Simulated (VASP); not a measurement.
# Al (Im-3m) in VASP: further runs, part 2 of 2

VASP 6.6.1.

## Step 3: Single point, PBEsol

This run uses another cell than the first one, of 18.59 Å³/atom, 1.120 times its volume.

INCAR reads:

```
SYSTEM = Al
ALGO     = Fast           ! electronic algorithm
EDIFF    = 1E-6           ! SCF threshold, eV
ENCUT    = 520            ! plane-wave cutoff, eV
GGA      = PS             ! functional
ISIF     = 2              ! what is computed and relaxed
ISMEAR   = -1             ! smearing method
LASPH    = .TRUE.         ! aspherical terms in the spheres
LCHARG   = .FALSE.        ! write CHGCAR
LREAL    = .FALSE.        ! projectors in reciprocal space
LWAVE    = .FALSE.        ! write WAVECAR
NBANDS   = 8              ! bands
NELM     = 80             ! most SCF steps
PREC     = Accurate       ! precision mode
SIGMA    = 0.1            ! smearing width, eV
```

KPOINTS reads:

```
k-points
0
G
  15 15 15
  0 0 0
```

POSCAR reads:

```
Al
1.0
   -1.6689474524      1.6689474524      1.6689474524
    1.6689474524     -1.6689474524      1.6689474524
    1.6689474524      1.6689474524     -1.6689474524
Al
1
Direct
    0.0000000000      0.0000000000      0.0000000000
```

Potentials or basis: VASP PAW PBE potentials, release 64 (Al).

On the command line:

```console
$ cat potpaw_PBE.64/Al/POTCAR > POTCAR
$ mpirun -np 1 vasp_std > vasp.out
```

OUTCAR:

```text
SYSTEM = Al
   EDIFF = 1E-6
   ENCUT = 520
   GGA = PS
   ISIF = 2
   ISMEAR = -1
   LASPH = .TRUE.
   LREAL = .FALSE.
   NELM = 80
   PREC = Accurate

 ion  position               nearest neighbor table
   1  0.000  0.000  0.000-

  LATTYP: Found a body centered cubic cell.
 ALAT       =     3.3378949048

  Lattice vectors:

 A1 = (  -1.6689474524,   1.6689474524,   1.6689474524)
 A2 = (   1.6689474524,  -1.6689474524,   1.6689474524)
 A3 = (   1.6689474524,   1.6689474524,  -1.6689474524)

Analysis of symmetry for initial positions (statically):
=====================================================================
 Subroutine PRICEL returns:
 Original cell was already a primitive cell.

 Routine SETGRP: Setting up the symmetry group for a
 body centered cubic supercell.

 Subroutine GETGRP returns: Found 48 space group operations
 (whereof 48 operations were pure point group operations)
 out of a pool of 48 trial point group operations.

The static configuration has the point symmetry O_h .

Analysis of symmetry for dynamics (positions and initial velocities):
[... 161 lines left out ...]
 val. band max:        6.7251306839   @ k =  -0.4000   0.4000   0.2000
 cond. band min:       6.7355425542   @ k =   0.2667   0.2000   0.0667
 fundamental gap:      0.0104118703
 Fermi energy:         6.7280162454

 k-point     1 :       0.0000    0.0000    0.0000
  band No.  band energies     occupation
      1      -3.5653      2.00000
      2      19.3033      0.00000
      3      19.3033      0.00000
      4      19.3033      0.00000
      5      19.7840      0.00000
      6      19.7840      0.00000
      7      19.7840      0.00000
      8      22.1467      0.00000
[... 243 lines left out ...]
 k-point    24 :       0.4000    0.2000    0.0000
  band No.  band energies     occupation
      1       3.6242      2.00000
      2       3.8047      2.00000
      3       8.7272      0.00000
      4      13.5771      0.00000
      5      18.7886      0.00000
      6      22.0660      0.00000
      7      23.4225      0.00000
      8      25.1250      0.00000

 [... further k-points ...]

------------------------ aborting loop because EDIFF is reached ----------------------------------------

  FORCE on cell =-STRESS in cart. coord.  units (eV):
  Direction    XX          YY          ZZ          XY          YZ          ZX
  --------------------------------------------------------------------------------------
  -------------------------------------------------------------------------------------
  Total       -0.7512952     -0.7512952     -0.7512952      0.0000000      0.0000000     -0.0000000
  in kB      -64.7341127    -64.7341127    -64.7341127      0.0000000      0.0000000     -0.0000000
  external PRESSURE =     -64.7341127 kB  Pullay stress =       0.0000000 kB

 VOLUME and BASIS-vectors are now :
 -----------------------------------------------------------------------------
  energy-cutoff  :      520.00
  volume of cell :       18.59
      direct lattice vectors                 reciprocal lattice vectors
    -1.668947452  1.668947452  1.668947452     0.000000000  0.299590020  0.299590020
     1.668947452 -1.668947452  1.668947452     0.299590020  0.000000000  0.299590020
     1.668947452  1.668947452 -1.668947452     0.299590020  0.299590020  0.000000000

 POSITION                                       TOTAL-FORCE (eV/Angst)
 -----------------------------------------------------------------------------------
      0.00000      0.00000      0.00000         0.000000     -0.000000     -0.000000
 -----------------------------------------------------------------------------------
    total drift:                               -0.000000      0.000000      0.000000

  FREE ENERGIE OF THE ION-ELECTRON SYSTEM (eV)
  ---------------------------------------------------
  free  energy   TOTEN  =        -3.9569208200 eV

  energy  without entropy=       -3.9415912670  energy(sigma->0) =       -3.94925604
```

stdout:

```text
POSCAR found type information on POSCAR Al
 POSCAR found :  1 types and       1 ions
 scaLAPACK will be used
 -----------------------------------------------------------------------------
|                                                                             |
|                                                                             |
|     You enforced a specific xc type in the INCAR file but a different       |
|     I HOPE YOU KNOW WHAT YOU ARE DOING!                                     |
|                                                                             |
 -----------------------------------------------------------------------------

 LDA part: xc-table for (Slater+PW92), standard interpolation
 POSCAR, INCAR and KPOINTS ok, starting setup
 FFT: planning ... GRIDC
 FFT: planning ... GRID_SOFT
 FFT: planning ... GRID
 WAVECAR not read
 entering main loop
```

Run time: 12 s. Hardware: 1 thread of AMD EPYC 9R14 (Zen 4), shared host; peak memory 0.11 GiB.

Results:

```yaml
Free_energy: -3.9569 eV
Pressure: -6.5 GPa
Band_gap_on_the_k_mesh: none (metal or under the smearing width)
```

Caveat: the PAW data sets were made with another functional, which shifts forces and pressure a little.

## Step 4: Single point, PBEsol

This run uses another cell than the first one, of 17.27 Å³/atom, 1.040 times its volume.

INCAR reads:

```
ALGO     = Fast           # electronic algorithm
EDIFF    = 1E-6           # SCF threshold, eV
ENCUT    = 520            # plane-wave cutoff, eV
GGA      = PS             # functional
ISIF     = 2              # what is computed and relaxed
ISMEAR   = -1             # smearing method
LASPH    = T              # aspherical terms in the spheres
LCHARG   = F              # write CHGCAR
LREAL    = F              # projectors in reciprocal space
LWAVE    = F              # write WAVECAR
NBANDS   = 8              # bands
NELM     = 100            # most SCF steps
PREC     = Accurate       # precision mode
SIGMA    = 0.1            # smearing width, eV
```

KPOINTS reads:

```
k-points
0
Gamma
  15 15 15
```

POSCAR reads:

```
Al
1.0
   -1.6282250617      1.6282250617      1.6282250617
    1.6282250617     -1.6282250617      1.6282250617
    1.6282250617      1.6282250617     -1.6282250617
Al
1
Direct
    0.0000000000      0.0000000000      0.0000000000
```

On the command line:

```console
$ cat potpaw_PBE.64/Al/POTCAR > POTCAR
$ mpirun -np 1 vasp_std > vasp.out
```

Run time: 12 s. Hardware: 1 thread of AMD EPYC 9R14 (Zen 4), shared host; peak memory 0.11 GiB.

Results (log left out):

```yaml
Free_energy: -3.9959 eV
Pressure: -2.7 GPa
Band_gap_on_the_k_mesh: none (metal or under the smearing width)
```

Levels at points of the mesh, in eV from the Fermi level:
| k point | band 1 | band 2 | band 3 | band 4 | band 5 |
| --- | --- | --- | --- | --- | --- |
| (0.00, 0.00, 0.00) | -10.80 | 12.99 | 12.99 | 12.99 | 14.04 |

Caveat: the PAW data sets were made with another functional, which shifts forces and pressure a little.

## Step 5: Single point, PBEsol

This run uses another cell than the first one, of 15.27 Å³/atom, 0.920 times its volume.

INCAR reads:

```
SYSTEM = Al
PREC     = Accurate       ! precision mode
ENCUT    = 520            ! plane-wave cutoff, eV
EDIFF    = 1E-7           ! SCF threshold, eV
ISMEAR   = -1             ! smearing method
SIGMA    = 0.1            ! smearing width, eV
LREAL    = .False.        ! projectors in reciprocal space
LASPH    = .True.         ! aspherical terms in the spheres
NELM     = 60             ! most SCF steps
ALGO     = Fast           ! electronic algorithm
ISIF     = 2              ! what is computed and relaxed
LWAVE    = .False.        ! write WAVECAR
LCHARG   = .False.        ! write CHGCAR
GGA      = PS             ! functional
NBANDS   = 8              ! bands
```

KPOINTS reads:

```
regular mesh
0
Gamma
  15 15 15
  0 0 0
```

POSCAR reads:

```
Al
1.0
   -1.5630250241      1.5630250241      1.5630250241
    1.5630250241     -1.5630250241      1.5630250241
    1.5630250241      1.5630250241     -1.5630250241
Al
1
Direct
    0.0000000000      0.0000000000      0.0000000000
```

On the command line:

```console
$ cat potpaw_PBE.64/Al/POTCAR > POTCAR
$ mpirun -np 1 vasp_std > vasp.out
```

It took 8.4 s on 1 thread of AMD EPYC 9R14 (Zen 4), shared host; peak memory 0.09 GiB.

Results (log left out):

* Free energy: -3.9742 eV
* Pressure: 7.2 GPa
* Band gap on the k mesh: none (metal or under the smearing width)

Levels at points of the mesh, in eV from the Fermi level:
| k point | band 1 | band 2 | band 3 | band 4 |
| --- | --- | --- | --- | --- |
| (0.00, 0.00, 0.00) | -11.68 | 13.71 | 13.71 | 13.71 |

Caveat: the PAW data sets were made with another functional, which shifts forces and pressure a little.

## Step 6: The runs side by side

```csv
cell,k mesh,gap on the mesh (eV),pressure (GPa)
"Im-3m, 16.6 Å³/atom",22 × 22 × 22,none,-0.1
"Im-3m, 18.59 Å³/atom",15 × 15 × 15,none,-6.5
"Im-3m, 17.27 Å³/atom",15 × 15 × 15,none,-2.7
"Im-3m, 15.27 Å³/atom",15 × 15 × 15,none,7.2
```

Alike in all rows: task single point; level PBEsol; potentials or basis VASP PAW PBE potentials, release 64 (Al); no spin polarisation; cutoff (eV) 520; smearing fermi-dirac 0.1 eV.

Every run on the cell as given and a fine mesh finds a metal.

Caveats: the PAW data sets were made with another functional, which shifts forces and pressure a little.

Absolute energies hang on the potentials; compare differences alone.
